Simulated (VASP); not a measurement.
Here is a VASP 6.6.1 calculation.

File INCAR:

```
PREC = Accurate ; ENCUT = 520
EDIFF = 1E-7 ; ISMEAR = -1
SIGMA = 0.02 ; LREAL = False
LASPH = True ; NELM = 100
ALGO = Normal ; ISIF = 2
LWAVE = False ; LCHARG = False
GGA = PE ; NBANDS = 15
```

Contents of KPOINTS:

```
regular mesh
0
Gamma
  8 8 8
```

Contents of POSCAR:

```
CaO
1.0
    0.0000000000      2.6067317390      2.6067317390
    2.6067317390      0.0000000000      2.6067317390
    2.6067317390      2.6067317390      0.0000000000
Ca O
1 1
Direct
    0.0000000000      0.0000000000      0.0000000000
    0.2500000000      0.2500000000      0.2500000000
```

Potentials or basis: VASP PAW PBE potentials, release 64 (Ca_sv, O).

The run is started by

```console
$ cat potpaw_PBE.64/Ca_sv/POTCAR potpaw_PBE.64/O/POTCAR > POTCAR
$ mpirun -np 1 vasp_std > vasp.out
```

Question: Predict the pressure.

Answer: 1.8 GPa.

Question: Predict the band gap on the k mesh.

Answer: 3.33 eV, indirect (least direct gap 3.95 eV).

A k mesh can miss the band edges. As with any semilocal functional, this PBE gap is likely too small.
